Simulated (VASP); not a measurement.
# Zn3N2 (Ia-3) in VASP: notebook, part 2 of 4

VASP 6.6.1. The steps go on from the part before.

**3. Relaxation of cell and atoms, PBE+D3(BJ)**

This run uses another cell than the first one, of 11.59 Å³/atom, 1.006 times its volume.

Input file INCAR:

```
ALGO = Normal
EDIFF = 1E-7
EDIFFG = -0.005
ENCUT = 600
GGA = PE
IBRION = 2
ISIF = 3
ISMEAR = 0
IVDW = 12
KPAR = 8
LASPH = T
LCHARG = F
LREAL = Auto
LWAVE = F
NELM = 80
NSW = 90
PREC = Accurate
SIGMA = 0.03
```

Input file KPOINTS:

```
k-points
0
Gamma
  4 4 4
```

Input file POSCAR:

```
Zn3N2                                   
1.0
   -4.8754945081      4.8754945081      4.8754945081
    4.8754945081     -4.8754945081      4.8754945081
    4.8754945081      4.8754945081     -4.8754945081
  Zn              N             
    24    16
Direct
     0.2776215085270964    0.0266315965330519    0.0494007894013114
     0.7490100880059556    0.2223784914729036    0.2717792808742149
     0.0227691928682595    0.4733684034669480    0.7509899119940444
     0.4772308071317404    0.2282207191257850    0.4505992105986885
     0.4505992105986885    0.4772308071317404    0.2282207191257850
     0.0266315965330519    0.0494007894013114    0.2776215085270964
     0.2717792808742149    0.7490100880059556    0.2223784914729036
     0.4733684034669480    0.7509899119940444    0.0227691928682595
     0.7509899119940444    0.0227691928682595    0.4733684034669480
     0.2223784914729036    0.2717792808742149    0.7490100880059556
     0.0494007894013114    0.2776215085270964    0.0266315965330519
     0.2282207191257850    0.4505992105986885    0.4772308071317404
     0.5266315965330519    0.2490100880059554    0.9772308071317406
     0.7282207191257850    0.2509899119940446    0.7776215085270967
     0.9733684034669481    0.9505992105986886    0.7223784914729033
     0.5494007894013114    0.5227691928682594    0.7717792808742150
     0.5227691928682594    0.7717792808742150    0.5494007894013114
     0.9772308071317406    0.5266315965330519    0.2490100880059554
     0.2509899119940446    0.7776215085270967    0.7282207191257850
     0.7223784914729033    0.9733684034669481    0.9505992105986886
     0.2490100880059554    0.9772308071317406    0.5266315965330519
     0.7776215085270967    0.7282207191257850    0.2509899119940446
     0.9505992105986886    0.7223784914729033    0.9733684034669481
     0.7717792808742150    0.5494007894013114    0.5227691928682594
     0.7299268848316092    0.4799268848316091    0.2500000000000000
     0.7500000000000000    0.7700731151683908    0.0200731151683909
     0.0200731151683909    0.7500000000000000    0.7700731151683908
     0.2500000000000000    0.7299268848316092    0.4799268848316091
     0.4799268848316091    0.2500000000000000    0.7299268848316092
     0.7700731151683908    0.0200731151683909    0.7500000000000000
     0.2700731151683909    0.5200731151683908    0.7500000000000000
     0.2500000000000000    0.2299268848316091    0.9799268848316092
     0.9799268848316092    0.2500000000000000    0.2299268848316091
     0.7500000000000000    0.2700731151683909    0.5200731151683908
     0.5200731151683908    0.7500000000000000    0.2700731151683909
     0.2299268848316091    0.9799268848316092    0.2500000000000000
     0.5000000000000000    1.0000000000000000    1.0000000000000000
     0.0000000000000000    1.0000000000000000    0.5000000000000000
     0.0000000000000000    0.5000000000000000    1.0000000000000000
     0.5000000000000000    0.5000000000000000    0.5000000000000000
```

Potentials or basis: VASP PAW PBE potentials, release 64 (Zn, N).

Run with:

```bash
cat potpaw_PBE.64/Zn/POTCAR potpaw_PBE.64/N/POTCAR > POTCAR
mpirun -np 8 vasp_std > vasp.out
```

Run time: 14 min. Hardware: 8 MPI ranks of AMD EPYC 7R13 (Zen 3), shared host; peak memory 1.1 GiB.

The run converged. Its results:

- Free energy: -167.1408 eV
- Pressure after relaxing: 0.0 GPa
- Largest force after relaxing: 0.005 eV/Å
- Band gap on the k mesh: none (metal or under the smearing width)
- Dispersion energy per atom: -0.305 eV

Forces on the atoms (eV/Å):
```
Zn  -0.002  0.002  0.004
Zn  -0.004 -0.002 -0.002
Zn   0.002  0.002 -0.004
Zn   0.002 -0.002  0.004
Zn   0.004  0.002 -0.002
Zn   0.002  0.004 -0.002
Zn  -0.002 -0.004 -0.002
Zn   0.002 -0.004  0.002
Zn  -0.004  0.002  0.002
Zn  -0.002 -0.002 -0.004
Zn   0.004 -0.002  0.002
Zn  -0.002  0.004  0.002
Zn  -0.002  0.004 -0.002
Zn   0.002  0.004  0.002
Zn  -0.002 -0.004  0.002
Zn  -0.004 -0.002  0.002
Zn  -0.002  0.002 -0.004
Zn  -0.002 -0.002  0.004
Zn   0.004  0.002  0.002
Zn   0.002 -0.002 -0.004
Zn   0.004 -0.002 -0.002
Zn   0.002  0.002  0.004
Zn  -0.004  0.002 -0.002
Zn   0.002 -0.004 -0.002
N    0.000  0.000  0.002
N   -0.002  0.000  0.000
N    0.000 -0.002  0.000
N    0.002  0.000  0.000
N    0.000  0.002  0.000
N    0.000  0.000 -0.002
N    0.000  0.000 -0.002
N    0.002  0.000  0.000
N    0.000  0.002  0.000
N   -0.002  0.000  0.000
N    0.000 -0.002  0.000
N    0.000  0.000  0.002
N    0.000  0.000  0.000
N    0.000  0.000  0.000
N    0.000  0.000  0.000
N    0.000  0.000  0.000
```

Final structure:
```
CELL_PARAMETERS angstrom
-4.87549 4.87549 4.87549
4.87549 -4.87549 4.87549
4.87549 4.87549 -4.87549
ATOMIC_POSITIONS crystal
Zn 0.27762 0.02663 0.04940
Zn 0.74901 0.22238 0.27178
Zn 0.02277 0.47337 0.75099
Zn 0.47723 0.22822 0.45060
Zn 0.45060 0.47723 0.22822
Zn 0.02663 0.04940 0.27762
Zn 0.27178 0.74901 0.22238
Zn 0.47337 0.75099 0.02277
Zn 0.75099 0.02277 0.47337
Zn 0.22238 0.27178 0.74901
Zn 0.04940 0.27762 0.02663
Zn 0.22822 0.45060 0.47723
Zn 0.52663 0.24901 0.97723
Zn 0.72822 0.25099 0.77762
Zn 0.97337 0.95060 0.72238
Zn 0.54940 0.52277 0.77178
Zn 0.52277 0.77178 0.54940
Zn 0.97723 0.52663 0.24901
Zn 0.25099 0.77762 0.72822
Zn 0.72238 0.97337 0.95060
Zn 0.24901 0.97723 0.52663
Zn 0.77762 0.72822 0.25099
Zn 0.95060 0.72238 0.97337
Zn 0.77178 0.54940 0.52277
N 0.72993 0.47993 0.25000
N 0.75000 0.77007 0.02007
N 0.02007 0.75000 0.77007
N 0.25000 0.72993 0.47993
N 0.47993 0.25000 0.72993
N 0.77007 0.02007 0.75000
N 0.27007 0.52007 0.75000
N 0.25000 0.22993 0.97993
N 0.97993 0.25000 0.22993
N 0.75000 0.27007 0.52007
N 0.52007 0.75000 0.27007
N 0.22993 0.97993 0.25000
N 0.50000 0.00000 0.00000
N 0.00000 0.00000 0.50000
N 0.00000 0.50000 0.00000
N 0.50000 0.50000 0.50000
```

Levels at points of the mesh, in eV from the Fermi level:
```tsv
k point	band 180	band 181	band 182	band 183	band 184	band 185	band 186	band 187	band 188	band 189
(0.00, 0.00, 0.00)	-0.73	-0.73	-0.21	-0.01	-0.01	-0.01	2.13	2.13	2.78	4.15
(0.50, 0.00, 0.00)	-0.91	-0.74	-0.74	-0.19	-0.19	2.04	2.04	3.12	3.12	3.22
(0.50, 0.50, 0.50)	-0.71	-0.71	-0.71	-0.61	-0.61	2.55	2.55	2.55	2.86	2.86
```

Caveat: the relaxation stopped at its first step, so nothing moved; pairwise dispersion overbinds metals, which lowers pressure and volume.

[end of part 2 of 4]
